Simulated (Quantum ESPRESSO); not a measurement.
TiB2, 3 atoms in the cell. It takes space group P6/mmm (No. 191, hexagonal). Conventional cell: a = 3.029 Å, b = 3.029 Å, c = 3.228 Å, α = 90.00°, β = 90.00°, γ = 120.00°. Around Ti (site symmetry 6/mmm) lie 12 B at 2.38 Å. B (site symmetry -6m2) is surrounded by 3 B at 1.75 Å. 

```yaml
Program: Quantum ESPRESSO 7.5
Task: Wannier functions
Functional: LDA
Potentials_or_basis: JTH 2.0 LDA
Cutoff: 707 eV
Density_cutoff: 4245 eV
k_mesh: 8 × 8 × 6
Occupations: fermi-dirac, width 0.05 eV
Spin: no spin polarisation
Form_of_the_LDA_correlation: PW92
Mixing_beta: 0.5
Most_SCF_iterations: 120
SCF_threshold: 6e-10 Ry
k_mesh_for_the_Wannier_functions: 6 × 6 × 5
Projections: Ti spd, B sp
```

Potentials or basis: JTH 2.0 LDA.

Command:

```console
$ OMP_NUM_THREADS=1 pw.x -in pw.in > pw.out
$ OMP_NUM_THREADS=1 pw.x -in nscf.in > nscf.out
$ wannier90.x -pp w
$ OMP_NUM_THREADS=1 pw2wannier90.x -in pw2wan.in > pw2wan.out
$ wannier90.x w
$ OMP_NUM_THREADS=1 pw.x -in bands.in > bands.out
```

Hardware: 1 thread of Intel(R) Xeon(R) 6975P-C (Granite Rapids), with other jobs on the host.

Estimate the wall time of this run.

Run time: 2.1 min on 1 thread of Intel(R) Xeon(R) 6975P-C (Granite Rapids), on a shared host, peak memory 0.13 GiB. Counts: scf iterations 11, k pools 1, bands 15, k points 40, g dense 16109.
